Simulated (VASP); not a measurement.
Here is a VASP 6.6.1 calculation.

The input INCAR:

```
SYSTEM = BaTiO3
  PREC = Accurate
  ENCUT = 600
  EDIFF = 1E-7
  ISMEAR = 0
  SIGMA = 0.03
  LREAL = .False.
  LASPH = .True.
  NELM = 80
  ALGO = Normal
  ISIF = 3
  LWAVE = .False.
  LCHARG = .False.
  GGA = AM
  IBRION = 2
  NSW = 90
  EDIFFG = -0.005
  KPAR = 2
```

KPOINTS

```
Automatic mesh
0
Gamma
  8 8 8
  0 0 0
```

POSCAR

```
BaTiO3                                  
1.0
    3.9657743742      0.0000000000      0.0000000000
    0.0000000000      3.9657743742      0.0000000000
    0.0000000000     -0.0000000000      4.1041278298
  Ba              Ti              O             
     1     1     3
Direct
     1.0000000000000000    0.0000000000000000    0.9958508433325418
     0.5000000000000000    0.5000000000000000    0.4779521302608947
     0.5000000000000000    0.5000000000000000    0.0336893239784701
     0.5000000000000000    0.0000000000000000    0.5177538512140500
     1.0000000000000000    0.5000000000000000    0.5177538512140500
```

Potentials or basis: VASP PAW PBE potentials, release 64 (Ba_sv, Ti_sv, O).

Run with:

```sh
$ cat potpaw_PBE.64/Ba_sv/POTCAR potpaw_PBE.64/Ti_sv/POTCAR potpaw_PBE.64/O/POTCAR > POTCAR
$ mpirun -np 2 vasp_std > vasp.out
```

Estimate the band gap on the k mesh.

1.77 eV, indirect (least direct gap 2.26 eV).

What does it give for the relaxed volume?

12.92 Å³/atom.

What does it give for the relaxed cell?

a = 3.966 Å, b = 3.966 Å, c = 4.105 Å, α = 90.00°, β = 90.00°, γ = 90.00°.

Predict the space group after relaxing (to 0.05 Å).

P4mm (No. 99).

Final structure:
```cif
data_structure
_symmetry_space_group_name_H-M 'P 1'
_symmetry_Int_Tables_number 1
_cell_length_a 3.9665
_cell_length_b 3.9665
_cell_length_c 4.1050
_cell_angle_alpha 90.000
_cell_angle_beta 90.000
_cell_angle_gamma 90.000
_cell_volume 64.58
loop_
_atom_site_label
_atom_site_type_symbol
_atom_site_fract_x
_atom_site_fract_y
_atom_site_fract_z
_atom_site_occupancy
Ba1 Ba 0.00000 0.00000 0.99594 1
Ti1 Ti 0.50000 0.50000 0.47788 1
O1 O 0.50000 0.50000 0.03370 1
O2 O 0.50000 0.00000 0.51774 1
O3 O 0.00000 0.50000 0.51774 1
```

Caveat: the PAW data sets were made with another functional, which shifts forces and pressure a little; spin-orbit coupling is left out, which moves the levels of the heavy elements. A k mesh can miss the band edges.
